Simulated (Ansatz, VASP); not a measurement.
**Two plane-wave programs on Pt**

```
Pt
1.0
     1.94932   -1.94775    0.00000
     1.94932    1.94775    0.00000
     0.00000    0.00000    7.90325
Pt
4
Direct
  0.75000 0.25000 0.12500
  0.75000 0.25000 0.62500
  0.25000 0.75000 0.87500
  0.25000 0.75000 0.37500
```

Alike in both runs: functional PBEsol; k mesh 6 × 6 × 4; occupations gaussian, width 0.1 eV; no spin polarisation.

Ansatz relaxed the structure, and its values are those at the end. VASP's run is a single point on that final structure, the one shown.

```csv
,VASP,Ansatz
version,VASP 6.6.1,Ansatz 0.2.0
potentials or method,"VASP PAW PBE potentials, release 64 (Pt)","scalar-relativistic, plane waves, PAW"
plane-wave cutoff (eV),520,420
valence electrons in the cell,40,72
```

|  | VASP | Ansatz | Ansatz less VASP |
| --- | --- | --- | --- |
| gap on the k mesh at the Fermi level (eV) | none | none | - |
| pressure (GPa) | -0.4 | 0.0 | +0.44 |

A gap of «none» marks a metal or a gap that the smearing closes. The two sets of potentials don't hold the same shells in valence.

Caveats: the k mesh is coarse (spacing up to 0.38 Å⁻¹), so the values aren't converged; the PAW data sets were made with another functional, which shifts forces and pressure a little (VASP). Spin-orbit coupling is left out, which matters for the levels of Pt.
